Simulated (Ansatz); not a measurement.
## Os: one input, then a changed one

The cell comes from COD entry 9017843, which wasn't checked; take it as a given geometry.

First run: DFT, PBE, PAW with Ansatz's default frozen-core files, fully relativistic files with spin-orbit coupling (Ansatz 0.2.0).

Command: `ansatz run input.yaml --threads 1 --pin off --max-ram 2048MiB --backend cpu --events-out ev --progress --plain --runs-dir out` The run took 50 s on 1 thread of Arm Neoverse V1 (shared host), peak memory 0.7 GiB.

```yaml
crystal:
  lattice:
    - [2.7340999755, 0.0, 0.0]
    - [-1.3670499878, 2.3678000353, 0.0]
    - [0.0, 0.0, 4.3197]
  atoms:
    - { symbol: Os, position: [0.3333333333, 0.6666666667, 0.25] }
    - { symbol: Os, position: [0.6666666667, 0.3333333333, 0.75] }
kpoints:
  mp_grid: { grid: [17, 17, 10] }
  band_path:
    path:
      - [0.0, 0.0, 0.0]
      - [0.5, 0.0, 0.0]
      - [0.3333333333, 0.3333333333, 0.0]
      - [0.0, 0.0, 0.0]
      - [0.0, 0.0, 0.5]
      - [0.5, 0.0, 0.5]
      - [0.3333333333, 0.3333333333, 0.5]
      - [0.0, 0.0, 0.5]
      - [0.5, 0.0, 0.5]
    npoints: 5
scf:
  occupations: { method: fermi_dirac, width: 0.08 }
hamiltonian:
  xc: pbe
  pseudopotentials: { kind: paw_fr }
output:
  forces: true
  stress: true
  eigenvalues: true
  efg: { contact_densities: true }
  write_density: true
  write_potential: true
  elf: true
  volumetric_format: npy
magnetization:
  noncollinear: true
  spin_orbit: true
```

Result: converged; pressure 9.01 GPa; no gap on the k mesh; 6 SCF iterations.

The input is then changed:

```diff
@@ -8,5 +8,5 @@
     - { symbol: Os, position: [0.6666666667, 0.3333333333, 0.75] }
 kpoints:
-  mp_grid: { grid: [17, 17, 10] }
+  mp_grid: { grid: [11, 11, 7] }
   band_path:
     path:
@@ -31,10 +31,8 @@
   eigenvalues: true
   efg: { contact_densities: true }
-  write_density: true
-  write_potential: true
-  elf: true
-  volumetric_format: npy
 magnetization:
   noncollinear: true
   spin_orbit: true
+basis:
+  xc_grid: 1
```

Task: Predict the outcome of the changed run.

Result: It converged; energy at zero smearing +3.5 meV/atom from the first run; pressure 9.06 GPa; no gap on the k mesh; 6 SCF iterations. Some of these settings are too coarse for converged properties.
